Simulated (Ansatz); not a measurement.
**N-14 nuclear quadrupole resonance in Zr3N4**

Cell: a computed structure from the Materials Project (it need not be an observed phase), atoms as given.

Space group I-43d (No. 220); a = 6.7752 Å.

| site | Wyckoff | site symmetry | x | y | z |
| --- | --- | --- | --- | --- | --- |
| Zr | 12a | -4.. | 0.0000 | 0.7500 | 0.1250 |
| N | 16c | .3. | 0.3152 | 0.3152 | 0.3152 |

One atom of each set is listed; the run and its k-mesh use a cell of 14 atoms with edges of 5.87, 5.87, 5.87 Å.

Computed with Ansatz: DFT, r2SCAN, plane waves and PAW, scalar-relativistic, 500 eV cutoff, Γ-centred 6×6×6 k-points, Fermi–Dirac smearing 0.02 eV.

N-14: I = 1, Q = 20.44 mb (year-2017 value). Static lattice, zero field.

Question: At which frequencies do the N-14 NQR lines lie?

Answer: For I = 1 the lines are ν± = (3/4)|C_Q|(1 ± η/3) and ν₀ = |C_Q|η/2.

```
site  atoms  V_zz (10²¹ V/m²)  C_Q (MHz)     η  line frequencies (MHz)
   N      8              0.79      0.393  0.00                   0.295
```

An axis of threefold or higher order runs through N, so V_zz lies along it and η is zero.

Without spin–orbit coupling (the program notes it for Zr) the gradients can shift somewhat, as the gap is small.
